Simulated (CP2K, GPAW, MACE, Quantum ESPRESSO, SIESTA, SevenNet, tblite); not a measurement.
**How far do other methods lie from plane waves? Hcp Mg, size series (64 atoms)**

Aim: forces, pressure of hcp Mg, size series (64 atoms) at one geometry, from other programs and methods, against plane-wave PBE.

Results are calculated, not measured.

**1. The cell**

The cell holds 64 atoms (64 Mg), with edges of 12.84, 12.84 and 10.42 Å. Recipe: hcp Mg (a = 3.209 Å, c = 5.211 Å), 4 x 4 x 2 conventional cells; every coordinate displaced by a Gaussian of 0.05 Å. Then every atom was moved at random, 0.03 Å r.m.s. a Cartesian component. The density is 1.74 g/cm³.

**2. The reference input**

Quantum ESPRESSO 7.5: Kohn-Sham DFT, PBE, SSSP efficiency 1.3.0 pseudopotentials, plane waves. Its input, pw.in:

```
&control
  calculation = 'scf'
  pseudo_dir = './pseudo'
  outdir = './tmp'
  disk_io = 'none'
  tprnfor = .true.
  tstress = .true.
/
&system
  ibrav = 0
  nat = 64
  ntyp = 1
  ecutwfc = 45
  ecutrho = 360
  nosym = .true.
  occupations = 'smearing'
  smearing = 'fd'
  degauss = 0.003675
/
&electrons
  conv_thr = 3.2e-07
  electron_maxstep = 100
  mixing_beta = 0.2
  mixing_mode = 'local-TF'
  diagonalization = 'david'
/
ATOMIC_SPECIES
Mg 24.305 Mg.upf
CELL_PARAMETERS angstrom
12.83600 0.00000 0.00000
-6.41800 11.11630 0.00000
0.00000 0.00000 10.42200
ATOMIC_POSITIONS crystal
Mg 0.99358 0.99469 0.00744
Mg 0.07676 0.16214 0.24844
Mg 0.99879 0.99553 0.50321
Mg 0.08460 0.15770 0.75997
[... 58 atom lines left out ...]
Mg 0.75148 0.75449 0.50507
Mg 0.83036 0.91672 0.74691
K_POINTS gamma
```

```console
$ OMP_NUM_THREADS=1 mpirun -np 4 pw.x -in pw.in > output.txt
```

Elapsed: 46 s, on 4 MPI ranks of Arm Neoverse V2, shared host; peak memory 2.5 GiB; 3 min of CPU time.

It converged with an r.m.s. force component of 0.18 eV/Å and a pressure of -0.49 GPa.

**3. What was run beside it**

- CP2K 2026.2: Gaussian basis with GTH pseudopotentials and a plane-wave density; labels give functional, basis (MOLOPT sets; SR short-range, UZH the newer set with its own potentials), grid cutoff/relative cutoff and solver (OT: orbital transformation; TRS4, TC2, SIGN: linear-scaling purification with its sparsity filter), or its built-in tight binding.
- GPAW 26.7.0: PAW with atomic orbitals (LCAO), plane waves or a real-space grid of spacing h.
- MACE: machine-learned potential, published weights.
- SIESTA 5.4.2: numerical atomic orbitals, whose automatically made sets are far from complete, with PseudoDojo norm-conserving potentials that we converted to its format (checked against plane waves on the same files for H, C, O, Si, Ge and Ca alone); labels give functional, basis size, energy shift and mesh cutoff.
- SevenNet: machine-learned potential, published weights.
- tblite 0.8.0: extended tight binding, driven from Python.

All use the same cell and atoms, and the electronic-structure runs the same k-mesh.

**4. Side by side**

Differences are against the reference: forces as r.m.s. over components, share as that over the reference's r.m.s. force, slope as the fitted ratio of a run's forces to the reference's.

| run | Δ force, r.m.s. (meV/Å) | share (%) | slope | Δ pressure (GPa) | cores | CPU time | memory (GiB) |
| --- | --- | --- | --- | --- | --- | --- | --- |
| reference | - | - | - | - | 4 | 3 min | 2.5 |
| CP2K PBE, DZVP-UZH, 600/50 Ry, diagonalisation (coarse) | 979 | 550 | 0.755 | 1.73 | 4 | 4.8 min | 5.9 |
| GPAW PBE, LCAO dzp, h 0.2 Å | 15.1 | 8.47 | 1.076 | - | 1 | 8.2 min | 1.5 |
| GPAW PBE, LCAO dzp, h 0.2 Å, other mixer settings | 15.1 | 8.47 | 1.076 | - | 1 | 8 min | 1.6 |
| GPAW PBE, LCAO dzp, h 0.25 Å (coarse) | 15.5 | 8.73 | 1.077 | - | 1 | 4.2 min | 0.87 |
| GPAW PBE, LCAO sz(dzp), h 0.2 Å (coarse) | 28.8 | 16.2 | 1.110 | - | 1 | 2.9 min | 1.3 |
| GPAW PBE, plane waves 450 eV | 0.469 | 0.264 | 1.001 | -0.801 | 2 | 8.4 min | 1.4 |
| MACE MP-0b2 small potential | 58.1 | 32.6 | 0.709 | 0.126 | 1 | 7 s | 0.34 |
| MACE MPA-0 medium potential | 43.6 | 24.5 | 0.812 | -0.0421 | 1 | 7.5 s | 0.75 |
| SIESTA PBE, DZP, shift 0.01 Ry, mesh 500 Ry | 105 | 59.2 | 1.579 | 0.835 | 2 | 2.7 min | 1.4 |
| SIESTA PBE, DZP, shift 0.02 Ry, mesh 500 Ry | 58.0 | 32.6 | 1.296 | -2.38 | 2 | 2.2 min | 1.2 |
| SIESTA PBE, TZP, shift 0.01 Ry, mesh 500 Ry | 89.9 | 50.5 | 1.491 | 0.270 | 2 | 3.2 min | 1.5 |
| SevenNet 0 potential | 54.5 | 30.6 | 0.723 | 0.216 | 1 | 7.2 s | 0.61 |
| tblite GFN1-xTB | 125 | 70.3 | 0.730 | 22.2 | 1 | 2.2 s | 0.12 |

Rows marked coarse were listed beforehand as settings not expected to be converged; some can still land near the reference.

Times of the machine-learned potentials are mostly Python's start and the loading of weights.

CPU time is summed over cores on shared hosts, so it is rough.

**5. Findings**

Forces lie from 0.26 % (GPAW PBE, plane waves 450 eV) to 550 % (CP2K PBE, DZVP-UZH, 600/50 Ry, diagonalisation, coarse) of the reference's r.m.s. force of 0.18 eV/Å away from it. Other PBE runs on plane waves or a grid: GPAW PBE, plane waves 450 eV 0.26 % of the r.m.s. force; the reference has errors of its own, so differences under a few per cent don't tell which side is nearer the exact PBE result. The PBE runs in local orbitals, coarse settings apart, differ by 8.5 % (GPAW PBE, LCAO dzp, h 0.2 Å) to 59 % (SIESTA PBE, DZP, shift 0.01 Ry, mesh 500 Ry); basis, grid and potentials can all enter. Tight binding differs by 70 % (tblite GFN1-xTB); it is another model, with fitted parameters of its own, and the xTB methods hold dispersion.

Machine-learned potentials differ by 24 % (MACE MPA-0 medium potential) to 33 % (MACE MP-0b2 small potential); they were trained on other programs' data. Among those trained on PBE data the slope goes as low as 0.71. Runs with settings chosen to be coarse differ by 8.7 % (GPAW PBE, LCAO dzp, h 0.25 Å) to 550 % (CP2K PBE, DZVP-UZH, 600/50 Ry, diagonalisation), their programs' other errors included. SIESTA PBE, DZP, shift 0.01 Ry, mesh 500 Ry stiffens the forces by a factor of 1.58 while following their directions (correlation 0.997); the slopes of the 3 SIESTA runs lie between 1.30 and 1.58. From GPAW PBE, LCAO dzp, h 0.25 Å to the finer GPAW PBE, LCAO dzp, h 0.2 Å, other mixer settings the share goes from 8.73 to 8.47 %, so the grid isn't what parts these runs from the reference. Pressures at PBE, coarse settings apart, lie -2.38 to +0.83 GPa from the reference's.

Caveats: Periodic xTB results under one method name differ between programs and library versions. The potentials hold different valence shells: 128 electrons in the reference, 640 in CP2K with DZVP-UZH, 640 in GPAW and 640 in SIESTA; this bears on time and differences. The reference's pressure holds the uncorrected Pulay stress of its 45 Ry basis, so small pressure differences may be the reference's own error. Machine-learned potentials mimic data converged in k, so the reference's own k-point error enters their differences. The electronic-structure runs sample only Γ, in a cell whose shortest periodic width is 10 Å, which is coarse for a cell with partly filled levels. Where levels are smeared, the DFT runs use Fermi–Dirac occupations at 580 K (0.05 eV), and energies are free energies. The atoms were displaced at random, and shares hang on the size of the forces that this gives. The reference's cutoffs and mesh weren't converged further here.

[Logs are printed without paths, hosts, clocks, repeated set-up lines and the standing remarks that a program may print on its own settings, such as how far it seeks lower states.]

[Hosts, paths, dates, database ids (printed as entryN), source tags and the programs' standing remarks are cut or masked in the printed files.]

[Cells were taken only where this reference lay near another plane-wave run.]
